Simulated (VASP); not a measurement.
# W (Fm-3m) in VASP: a series of runs

The runs below take W through single point, atomic charges, with TPSS+D4, HSE06+MBD.

Program: VASP 6.6.1. These are calculated values, not measurements. Logs are shortened: lines on timing, memory, paths and dates and some standing lists are left out, and cuts for length are marked.

**1. The structure**

The structure is cubic, space group Fm-3m (No. 225). The conventional cell has a = 4.060 Å, b = 4.060 Å, c = 4.060 Å, α = 90.00°, β = 90.00°, γ = 90.00°. W (site symmetry m-3m) is surrounded by 12 W at 2.87 Å.

This isn't the form of W at room conditions, which is bcc.

**2. Single point, TPSS+D4, spin-orbit coupling, no magnetisation**

INCAR

```
  PREC = Single
  ENCUT = 520
  EDIFF = 1E-6
  ISMEAR = 1
  SIGMA = 0.1
  LREAL = F
  LASPH = T
  NELM = 60
  ALGO = Conjugate
  ISIF = 2
  LWAVE = F
  LCHARG = F
  LNONCOLLINEAR = T
  MAGMOM = 0 0 0
  LORBIT = 11
  LSORBIT = T
  GGA_COMPAT = F
  LMAXMIX = 4
  METAGGA = TPSS
  LMIXTAU = T
  IVDW = 13
  NBANDS = 25
```

KPOINTS

```
regular mesh
0
Gamma
  5 5 5
```

POSCAR

```
W
2.8709
    0.000000000000      0.707095335957      0.707095335957
    0.707095335957      0.000000000000      0.707095335957
    0.707095335957      0.707095335957      0.000000000000
W
1
Direct
    0.0000000000      0.0000000000      0.0000000000
```

Potentials or basis: VASP PAW PBE potentials, release 64 (W_sv).

Command:

```sh
$ cat potpaw_PBE.64/W_sv/POTCAR > POTCAR
$ mpirun -np 1 vasp_ncl > vasp.out
```

OUTCAR:

```text
PREC = Single
   ENCUT = 520
   EDIFF = 1E-6
   ISMEAR = 1
   LREAL = F
   LASPH = T
   NELM = 60
   ISIF = 2
   LNONCOLLINEAR = T
   LORBIT = 11
   LSORBIT = T
   METAGGA = TPSS
   IVDW = 13

 ion  position               nearest neighbor table
   1  0.000  0.000  0.000-

  LATTYP: Found a face centered cubic cell.
 ALAT       =     4.0600000000

  Lattice vectors:

 A1 = (   0.0000000000,   2.0300000000,   2.0300000000)
 A2 = (   2.0300000000,   0.0000000000,   2.0300000000)
 A3 = (   2.0300000000,   2.0300000000,   0.0000000000)

Analysis of symmetry for initial positions (statically):
=====================================================================
 Subroutine PRICEL returns:
 Original cell was already a primitive cell.

 Routine SETGRP: Setting up the symmetry group for a
 face centered cubic supercell.

 Subroutine GETGRP returns: Found 48 space group operations
 (whereof 48 operations were pure point group operations)
 out of a pool of 48 trial point group operations.

The static configuration has the point symmetry O_h .

Analysis of symmetry for dynamics (positions and initial velocities):
=====================================================================
 Subroutine PRICEL returns:
 Original cell was already a primitive cell.

 Routine SETGRP: Setting up the symmetry group for a
 face centered cubic supercell.

 Subroutine GETGRP returns: Found 48 space group operations
 (whereof 48 operations were pure point group operations)
 out of a pool of 48 trial point group operations.

The dynamic configuration has the point symmetry O_h .

Analysis of structural, dynamic, and magnetic symmetry:
=====================================================================
 Subroutine PRICEL returns:
 Original cell was already a primitive cell.

 Routine SETGRP: Setting up the symmetry group for a
 face centered cubic supercell.

 Subroutine GETGRP returns: Found 48 space group operations
 (whereof 48 operations were pure point group operations)
 out of a pool of 48 trial point group operations.

The overall configuration has the point symmetry O_h .

 Subroutine INISYM returns: Found 48 space group operations
 (whereof 48 operations are pure point group operations),
 and found     1 'primitive' translations

----------------------------------------------------------------------------------------

                                     Primitive cell

  volume of cell :      16.7309

  direct lattice vectors                    reciprocal lattice vectors
     0.000000000  2.030000000  2.030000000    -0.246305419  0.246305419  0.246305419
     2.030000000  0.000000000  2.030000000     0.246305419 -0.246305419  0.246305419
     2.030000000  2.030000000  0.000000000     0.246305419  0.246305419 -0.246305419

  length of vectors
     2.870853532  2.870853532  2.870853532     0.426613499  0.426613499  0.426613499

  position of ions in fractional coordinates (direct lattice)
     0.000000000  0.000000000  0.000000000

  ion indices of the primitive-cell ions
   primitive index   ion index
                 1           1

----------------------------------------------------------------------------------------

 KPOINTS: regular mesh

Automatic generation of k-mesh.
 Grid dimensions read from file:
 generate k-points for:    5    5    5

 Generating k-lattice:

  Cartesian coordinates                     Fractional coordinates (reciprocal lattice)
    -0.049261084  0.049261084  0.049261084     0.200000000  0.000000000  0.000000000
     0.049261084 -0.049261084  0.049261084     0.000000000  0.200000000  0.000000000
     0.049261084  0.049261084 -0.049261084     0.000000000  0.000000000  0.200000000

  Length of vectors
     0.085322700  0.085322700  0.085322700

  Shift w.r.t. Gamma in fractional coordinates (k-lattice)
     0.000000000  0.000000000  0.000000000

 Subroutine IBZKPT returns following result:
 ===========================================

 Found     10 irreducible k-points:

 Following reciprocal coordinates:
            Coordinates               Weight
  0.000000  0.000000  0.000000      1.000000
  0.200000  0.000000  0.000000      8.000000
  0.400000  0.000000  0.000000      8.000000
  0.200000  0.200000  0.000000      6.000000
  0.400000  0.200000  0.000000     24.000000
 -0.400000  0.200000  0.000000     24.000000
 -0.200000  0.200000  0.000000     12.000000
  0.400000  0.400000  0.000000      6.000000
 -0.400000  0.400000  0.000000     12.000000
 -0.400000  0.400000  0.200000     24.000000
   k-points           NKPTS =     10   k-points in BZ     NKDIM =     10   number of bands    NBANDS=     25
   number of dos      NEDOS =    301   number of ions     NIONS =      1
   total plane-waves  NPLWV =  13824
[... 16 lines left out ...]
   LREAL  =      F    real-space projection
   EDIFFG = 0.1E-04   stopping-criterion for IOM
   NSW    =      0    number of steps for IOM
   IBRION =     -1    ionic relax: 0-MD 1-quasi-New 2-CG
   NFREE  =      0    steps in history (QN), initial steepest desc. (CG)
   ISIF   =      2    stress and relaxation
   ISYM   =      2    0-nonsym 1-usesym 2-fastsym
   POTIM  = 0.5000    time-step for ionic-motion
   TEBEG  =    0.0;   TEEND  =   0.0 temperature during run
   PSTRESS=    0.0 pullay stress
   NELECT =      14.0000    total number of electrons
   NUPDOWN=      -1.0000    fix difference up-down
   EMIN   =  10.00;   EMAX   =-10.00  energy-range for DOS
   EFERMI =   0.00;   METHOD = LEGACY
   ISMEAR =     1;   SIGMA  =   0.10  broadening in eV -4-tet -1-fermi 0-gaus
   EFERMI_NEDOS =   21; number of points for ismear=-14 and -15
   IALGO  =     58    algorithm
   IMIX   =      4    mixing-type and parameters
     AMIX     =   0.40;   BMIX     =  1.00
     AMIX_MAG =   1.60;   BMIX_MAG =  1.00
  volume/ion in A,a.u.               =      16.73       112.91
  Fermi-wavevector in a.u.,A,eV,Ry     =   1.542688  2.915258 32.380324  2.379887
  Thomas-Fermi vector in A             =   2.648457
   LORBIT       =     11    0 simple, 1 ext, 2 COOP (PROOUT), +10 PAW based schemes
   METAGGA = TPSS    functional components
   LHFCALC =     F    Hartree Fock is set to
   AEXX    =    0.0000 exact exchange contribution
   IVDW    =    13    specifies the selected vdW correction
   LEPSILON=     F    determine dielectric tensor
   LRPA    =     F    only Hartree local field effects (RPA)
 Methfessel and Paxton  Order N= 1 SIGMA  =   0.10
  energy-cutoff  :      520.00
  volume of cell :       16.73
 maximum number of plane-waves:       926
 NGX is ok and might be reduce to    24
   NGX = 11   NGY = 11   NGZ = 11

 number of electron      14.0000000 magnetization       0.0000000      0.0000000      0.0000000

 number of electron      14.0000035 magnetization       0.0000000      0.0000000     -0.0000000

 number of electron      14.0000035 magnetization      -0.0000000      0.0000000     -0.0000000

 Free energy of the ion-electron system (eV)
  ---------------------------------------------------
  ext. energy  EPLUGINS =         0.00000000
  ---------------------------------------------------
  free energy    TOTEN  =       -14.72229916 eV

  energy without entropy =      -14.72303943  energy(sigma->0) =      -14.72254591

 E-fermi :  10.6324     XC(G=0): -13.5404

 val. band max:       10.4265401856   @ k =   0.2000   0.0000   0.0000
 cond. band min:      10.6961372018   @ k =  -0.4000   0.4000   0.0000
 fundamental gap:      0.2695970162
 Fermi energy:        10.6324462497

 k-point     1 :       0.0000    0.0000    0.0000
  band No.  band energies     occupation
      1     -63.8311      1.00000
      2     -63.8311      1.00000
      3     -33.5106      1.00000
      4     -33.5106      1.00000
      5     -24.5278      1.00000
      6     -24.5278      1.00000
[... 269 lines left out ...]
     24      23.0591      0.00000
     25      26.4555      0.00000

------------------------ aborting loop because EDIFF is reached ----------------------------------------

 total charge

# of ion       s       p       d       tot
------------------------------------------
    1        2.394   6.291   3.287  11.972

 magnetization (x)

# of ion       s       p       d       tot
------------------------------------------
    1        0.000   0.000  -0.000  -0.000

 magnetization (y)

# of ion       s       p       d       tot
------------------------------------------
    1        0.000   0.000  -0.000  -0.000

 magnetization (z)

# of ion       s       p       d       tot
------------------------------------------
    1        0.000  -0.000   0.000  -0.000

  DFT-D4 for vdW energy calculation
  ---------------------------------------------------------------------------------------------
  Edisp (eV):   -0.92889

  FORCE on cell =-STRESS in cart. coord.  units (eV):
  Direction    XX          YY          ZZ          XY          YZ          ZX
  --------------------------------------------------------------------------------------
  -------------------------------------------------------------------------------------
  Total      -1.67914    -1.67914    -1.67914    -0.00000     0.00000     0.00000
  in kB    -160.79758  -160.79758  -160.79758    -0.00000     0.00000     0.00000
  external pressure =     -160.80 kB  Pullay stress =        0.00 kB

 VOLUME and BASIS-vectors are now :
 -----------------------------------------------------------------------------
  energy-cutoff  :      520.00
  volume of cell :       16.73
      direct lattice vectors                 reciprocal lattice vectors
     0.000000000  2.030000000  2.030000000    -0.246305419  0.246305419  0.246305419
     2.030000000  0.000000000  2.030000000     0.246305419 -0.246305419  0.246305419
     2.030000000  2.030000000  0.000000000     0.246305419  0.246305419 -0.246305419

  length of vectors
     2.870853532  2.870853532  2.870853532     0.426613499  0.426613499  0.426613499

 FORCES acting on ions:
    Electron-Ion                     Ewald-Force                    Non-Local-Force
 -----------------------------------------------------------------------------------------------
   -.470E-14 -.641E-14 -.135E-13   -.187E-15 0.496E-15 -.896E-15   0.529E-22 0.662E-22 0.430E-22
 -----------------------------------------------------------------------------------------------
   0.388E-09 -.247E-08 0.167E-08   -.187E-15 0.496E-15 -.896E-15   0.529E-22 0.662E-22 0.430E-22

 POSITION                                       TOTAL-FORCE (eV/Angst)
 -----------------------------------------------------------------------------------
      0.00000      0.00000      0.00000        -0.000000     -0.000000     -0.000000
 -----------------------------------------------------------------------------------
    total drift:                                0.000000     -0.000000      0.000000

--------------------------------------------------------------------------------------------------------

  FREE ENERGIE OF THE ION-ELECTRON SYSTEM (eV)
  ---------------------------------------------------
  free  energy   TOTEN  =       -15.6511855636 eV

  energy  without entropy=      -15.6519247738  energy(sigma->0) =      -15.65143197

--------------------------------------------------------------------------------------------------------

--------------------------------------------------------------------------------------------------------

 Spin-Orbit-Coupling matrix elements

 Ion:    1  E_soc:     -1.6724999
 l=   1
     0.0000000    -0.2276962    -0.2276962
    -0.2276962     0.0000000    -0.2276962
    -0.2276962    -0.2276962     0.0000000
 l=   2
     0.0000000    -0.0102323     0.0000000    -0.0102323    -0.0408215
    -0.0102323     0.0000000    -0.0306161    -0.0102323    -0.0102054
     0.0000000    -0.0306161     0.0000000    -0.0306161     0.0000000
    -0.0102323    -0.0102323    -0.0306161     0.0000000    -0.0102054
    -0.0408215    -0.0102054     0.0000000    -0.0102054     0.0000000
 l=   3
     0.0000000     0.0000000     0.0000000     0.0000000     0.0000000     0.0000000     0.0000000
     0.0000000     0.0000000     0.0000000     0.0000000     0.0000000     0.0000000     0.0000000
     0.0000000     0.0000000     0.0000000     0.0000000     0.0000000     0.0000000     0.0000000
     0.0000000     0.0000000     0.0000000     0.0000000     0.0000000     0.0000000     0.0000000
     0.0000000     0.0000000     0.0000000     0.0000000     0.0000000     0.0000000     0.0000000
     0.0000000     0.0000000     0.0000000     0.0000000     0.0000000     0.0000000     0.0000000
     0.0000000     0.0000000     0.0000000     0.0000000     0.0000000     0.0000000     0.0000000

 total charge

# of ion       s       p       d       tot
------------------------------------------
    1        2.394   6.291   3.287  11.972

 magnetization (x)

# of ion       s       p       d       tot
------------------------------------------
    1        0.000   0.000  -0.000  -0.000

 magnetization (y)

# of ion       s       p       d       tot
------------------------------------------
    1        0.000   0.000  -0.000  -0.000

 magnetization (z)

# of ion       s       p       d       tot
------------------------------------------
    1        0.000  -0.000   0.000  -0.000

=======================================================================
```

Wall time 2.7 min (1 thread of Intel Xeon Platinum 8488C (Sapphire Rapids), shared host); peak memory 0.13 GiB.

These settings aren't checked as converged (typed here: k = 5 × 5 × 5; PREC = Single; ALGO = Conjugate): the numbers below hold their error.

What came out:

* Free energy: -15.6512 eV
* Pressure: -16.1 GPa
* Valence electrons inside the program's atomic spheres: W 11.97
* Dispersion energy per atom: -0.929 eV

Caveat: the k mesh is coarse (spacing up to 0.54 Å⁻¹), so the values aren't converged; the PAW data sets were made with another functional, which shifts forces and pressure a little.

**3. Atomic charges, HSE06+MBD, spin-orbit coupling, no magnetisation**

POSCAR

```
W
1.0
    0.0000000000      2.0300000000      2.0300000000
    2.0300000000      0.0000000000      2.0300000000
    2.0300000000      2.0300000000      0.0000000000
W
1
Direct
    0.0000000000      0.0000000000      0.0000000000
```

INCAR.step1

```
SYSTEM = W
PREC = Accurate ; ENCUT = 520
EDIFF = 1E-5 ; ISMEAR = 0
SIGMA = 0.5 ; LREAL = .FALSE.
LASPH = .TRUE. ; NELM = 80
ALGO = Normal ; ISIF = 2
LWAVE = .TRUE. ; MAGMOM = 0 0 0
LSORBIT = .TRUE. ; GGA_COMPAT = .FALSE.
LMAXMIX = 4 ; GGA = PE
```

INCAR.step2

```
SYSTEM = W
PREC = Accurate ; ENCUT = 520
EDIFF = 1E-6 ; ISMEAR = 0
SIGMA = 0.5 ; LREAL = .FALSE.
LASPH = .TRUE. ; NELM = 80
ALGO = Normal ; ISIF = 2
LWAVE = .FALSE. ; LCHARG = .TRUE.
MAGMOM = 0 0 0 ; LORBIT = 11
LSORBIT = .TRUE. ; GGA_COMPAT = .FALSE.
LMAXMIX = 4 ; GGA = PE
LHFCALC = .TRUE. ; HFSCREEN = 0.2
PRECFOCK = Fast ; IVDW = 202
LVHAR = .TRUE. ; ISTART = 1
```

KPOINTS

```
regular mesh
0
G
  6 6 6
  0 0 0
```

Potentials or basis: VASP PAW PBE potentials, release 64 (W_sv).

Command:

```sh
$ cat potpaw_PBE.64/W_sv/POTCAR > POTCAR
$ cp INCAR.step1 INCAR
$ mpirun -np 1 vasp_ncl > vasp.out
$ cp INCAR.step2 INCAR
$ mpirun -np 1 vasp_ncl > vasp.out
```

OUTCAR:

```text
SYSTEM = W
   PREC = Accurate
   ENCUT = 520
   EDIFF = 1E-6
   ISMEAR = 0
   LREAL = .FALSE.
   LASPH = .TRUE.
   NELM = 80
   ISIF = 2
   LORBIT = 11
   LSORBIT = .TRUE.
   GGA = PE
   LHFCALC = .TRUE.
   HFSCREEN = 0.2
   PRECFOCK = Fast
   IVDW = 202
   ISTART = 1
  IVDW = 202

 ion  position               nearest neighbor table
   1  0.000  0.000  0.000-

  LATTYP: Found a face centered cubic cell.
 ALAT       =     4.0600000000

  Lattice vectors:

 A1 = (   0.0000000000,   2.0300000000,   2.0300000000)
 A2 = (   2.0300000000,   0.0000000000,   2.0300000000)
 A3 = (   2.0300000000,   2.0300000000,   0.0000000000)

Analysis of symmetry for initial positions (statically):
=====================================================================
 Subroutine PRICEL returns:
 Original cell was already a primitive cell.

 Routine SETGRP: Setting up the symmetry group for a
 face centered cubic supercell.

 Subroutine GETGRP returns: Found 48 space group operations
 (whereof 48 operations were pure point group operations)
[... 252 lines left out ...]
 -----------------------------------------------------------------------------------
    total drift:                               -0.000000     -0.000000     -0.000000

--------------------------------------------------------------------------------------------------------

  FREE ENERGIE OF THE ION-ELECTRON SYSTEM (eV)
  ---------------------------------------------------
  free  energy   TOTEN  =       -16.4238544097 eV

  energy  without entropy=      -16.3279156615  energy(sigma->0) =      -16.37588504

--------------------------------------------------------------------------------------------------------

--------------------------------------------------------------------------------------------------------

 Spin-Orbit-Coupling matrix elements

 Ion:    1  E_soc:     -1.8363018
 l=   1
     0.0000000    -0.2260396    -0.2260396
    -0.2260396     0.0000000    -0.2260396
    -0.2260396    -0.2260396     0.0000000
 l=   2
     0.0000000    -0.0197534     0.0000000    -0.0197534    -0.0602572
    -0.0197534     0.0000000    -0.0451929    -0.0197534    -0.0150643
     0.0000000    -0.0451929     0.0000000    -0.0451929     0.0000000
    -0.0197534    -0.0197534    -0.0451929     0.0000000    -0.0150643
    -0.0602572    -0.0150643     0.0000000    -0.0150643     0.0000000
 l=   3
     0.0000000     0.0000000     0.0000000     0.0000000     0.0000000     0.0000000     0.0000000
     0.0000000     0.0000000     0.0000000     0.0000000     0.0000000     0.0000000     0.0000000
     0.0000000     0.0000000     0.0000000     0.0000000     0.0000000     0.0000000     0.0000000
     0.0000000     0.0000000     0.0000000     0.0000000     0.0000000     0.0000000     0.0000000
     0.0000000     0.0000000     0.0000000     0.0000000     0.0000000     0.0000000     0.0000000
     0.0000000     0.0000000     0.0000000     0.0000000     0.0000000     0.0000000     0.0000000
     0.0000000     0.0000000     0.0000000     0.0000000     0.0000000     0.0000000     0.0000000

 total charge

# of ion       s       p       d       tot
------------------------------------------
    1        2.391   6.348   3.223  11.961

 magnetization (x)

# of ion       s       p       d       tot
------------------------------------------
    1       -0.000  -0.000   0.000   0.000

 magnetization (y)

# of ion       s       p       d       tot
------------------------------------------
    1       -0.000   0.000   0.000   0.000

 magnetization (z)

# of ion       s       p       d       tot
------------------------------------------
    1       -0.000   0.000  -0.000  -0.000

=======================================================================
```

Wall time 22 min (1 thread of AMD EPYC 9R45 (Zen 5), shared host); peak memory 0.26 GiB.

The run converged, but some of its settings lie outside the range that counts as converged, so its numbers aren't taken as properties of the crystal.

What came out:

- Free energy: -16.4239 eV
- Pressure: -11.9 GPa
- Valence electrons inside the program's atomic spheres: W 11.96
- Dispersion energy per atom: -1.087 eV

Caveat: the k mesh is coarse (spacing up to 0.45 Å⁻¹), so the values aren't converged, least of all with exact exchange; the PAW data sets were made with another functional, which shifts forces and pressure a little.

**4. For comparison**

An earlier run on the cell as given: functional PBEsol; potentials or basis VASP PAW PBE potentials, release 64 (W_sv); cutoff 520 eV; k mesh 11 × 11 × 11; occupations fermi-dirac, width 0.05 eV; no spin polarisation.

* Pressure: -12.3 GPa
* Band gap on the k mesh: none (metal or under the smearing width)
